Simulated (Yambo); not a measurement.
# TaN: optical spectrum by the Bethe-Salpeter equation with PBEsol

TaN:

```
Ta N
1.0
     0.00000    2.21132    2.21132
     2.21132    0.00000    2.21132
     2.21132    2.21132    0.00000
Ta N
1 1
Direct
  0.50000 0.50000 0.50000
  0.00000 0.00000 0.00000
```

The cell comes from a database or a generator and needn't be the stable form of this composition.

| Quantity | Value |
| --- | --- |
| Program | Yambo 5.3.0 |
| Task | optical spectrum by the Bethe-Salpeter equation |
| Functional | PBEsol |
| Potentials or basis | PseudoDojo 0.4.1 SR PBEsol standard |
| Cutoff | 1143 eV |
| Density cutoff | 4572 eV |
| k mesh | 6 × 6 × 6 |
| Occupations | fermi-dirac, width 0.05 eV |
| Spin | no spin polarisation |
| k mesh of the self-consistent run | 10 × 10 × 10 |
| Random integration of the Coulomb term | yes |
| Direction of the field or of q to 0 | x |
| Broadening | 0.1 eV |
| Kernel | screened exchange |
| Terms kept | resonant and antiresonant, uncoupled |
| Solver | diagonalisation |
| Correction of the levels | none |
| Top of the energy range | 20 eV |
| Energy points | 200 |
| Bands of the transition space (first, last) | [7, 13] |
| Bands in the response | 34 |
| Cutoff of the response matrix | 5 Ry |
| Cutoff of exchange and Vxc | 20 Ry |

| Property | Result |
| --- | --- |
| Band gap on the k mesh, mean-field level | none (metal or under the smearing width) |

Dielectric function (along the field direction of the input):
```
energy (eV)  real part  imaginary part
       1.51    -146.80           25.90
       1.91     -80.14           19.14
       2.41     -61.13            7.33
       2.91     -38.33            3.94
       3.32     -26.74            3.24
       3.82     -19.12            4.03
       4.32     -10.89            2.58
       4.82     -10.46            4.05
       5.23     -10.96            5.71
       5.73      -6.20            2.63
       6.23      -6.31           11.24
       6.63      -2.60            6.66
       7.14      -1.02            7.57
       7.64      -7.38            7.55
       8.14      -6.17            3.80
       8.54      -3.71            6.64
       9.05      -2.31            7.54
       9.55      -7.73            3.71
       9.95      -6.63            6.44
      10.45      -4.51            1.94
      10.95      -5.23            2.05
      11.46      -7.47            4.23
      11.86      -4.38            1.94
      12.36      -7.35            2.36
      12.86      -4.63            0.70
      13.27      -3.98            0.34
      13.77      -2.80            0.86
      14.27      -3.20            0.16
      14.77      -2.65            0.09
      15.18      -2.34            0.07
      15.68      -2.04            0.05
      16.18      -1.79            0.05
      16.58      -1.62            0.04
      17.09      -1.43            0.04
      17.59      -1.26            0.03
      18.09      -1.11            0.03
      18.49      -1.00            0.03
      18.99      -0.88            0.02
      19.50      -0.77            0.02
      20.00      -0.67            0.02
```

Run time: 2.7 min on 1 thread of Intel(R) Xeon(R) 6975P-C (Granite Rapids), with other jobs on the host.

Caveat: the k mesh is coarse (spacing up to 0.41 Å⁻¹), so the values aren't converged; the intraband (Drude) term of the metal is left out; the ground state has no gap, which makes the many-body step unreliable; the transitions start from uncorrected Kohn-Sham levels, so peaks lie too low; exciton energies and binding change strongly with the k mesh and aren't converged on this one; spectra need much finer meshes, so this one isn't converged. Spin-orbit coupling is left out, which matters for the levels of Ta.
